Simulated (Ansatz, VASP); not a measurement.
Two plane-wave programs on Pt

Contents of INCAR:

```
SYSTEM = Pt
ALGO     = Normal         ! electronic algorithm
EDIFF    = 1E-7           ! SCF threshold, eV
ENCUT    = 520            ! plane-wave cutoff, eV
GGA      = PS             ! functional
ISIF     = 2              ! what is computed and relaxed
ISMEAR   = -1             ! smearing method
LASPH    = .TRUE.         ! aspherical terms in the spheres
LCHARG   = .FALSE.        ! write CHGCAR
LREAL    = .FALSE.        ! projectors in reciprocal space
LWAVE    = .FALSE.        ! write WAVECAR
NBANDS   = 17             ! bands
NELM     = 60             ! most SCF steps
PREC     = Accurate       ! precision mode
SIGMA    = 0.05           ! smearing width, eV
```

The input KPOINTS:

```
k-points
0
G
  11 11 6
  0 0 0
```

The input POSCAR:

```
Pt
1.0
    2.7969943295      0.0000000000      0.0000000000
   -1.3984971647      2.4222681435      0.0000000000
    0.0000000000      0.0000000000      4.8551956265
Pt
2
Direct
    0.3333333333      0.6666666667      0.2500000000
    0.6666666667      0.3333333333      0.7500000000
```

The input input.yaml:

```yaml
crystal:
  lattice:
    - [2.7969943295, 0.0, 0.0]
    - [-1.3984971647, 2.4222681435, 0.0]
    - [0.0, 0.0, 4.8551956265]
  atoms:
    - { symbol: Pt, position: [0.3333333333, 0.6666666667, 0.25] }
    - { symbol: Pt, position: [0.6666666667, 0.3333333333, 0.75] }
hamiltonian:
  xc: pbesol
  pseudopotentials: { kind: paw }
kpoints:
  mp_grid: { grid: [11, 11, 6] }
scf:
  occupations: { method: fermi_dirac, width: 0.05 }
output:
  forces: true
  stress: true
  eigenvalues: true
```

Change from the starting cell: volume scaled by 1.04.

Alike in both runs: task single point; functional PBEsol; k mesh 11 × 11 × 6; occupations fermi-dirac, width 0.05 eV; no spin polarisation.

|  | VASP | Ansatz |
| --- | --- | --- |
| version | VASP 6.6.1 | Ansatz 0.2.0 |
| potentials or method | VASP PAW PBE potentials, release 64 (Pt) | Ansatz PAW |
| plane-wave cutoff (eV) | 520 | 420 |
| valence electrons in the cell | 20 | 36 |

VASP gave:

| Property | Result |
| --- | --- |
| gap on the k mesh at the Fermi level (eV) | none |
| pressure (GPa) | -18.8 |
| largest component of the traceless stress (GPa) | 0.16 |

Question: What did Ansatz give for the same quantities?

Answer: gap on the k mesh at the Fermi level (eV): none; pressure (GPa): -18.4; largest component of the traceless stress (GPa): 0.25.

A gap of «none» marks a metal or a gap that the smearing closes. The two sets of potentials don't hold the same shells in valence.

Caveats: the PAW data sets were made with another functional, which shifts forces and pressure a little (VASP); the PAW data sets come from PBE, with cores solved anew for the run's functional, which leaves a small shift of forces and pressure (Ansatz). Spin-orbit coupling is left out, which matters for the levels of Pt.
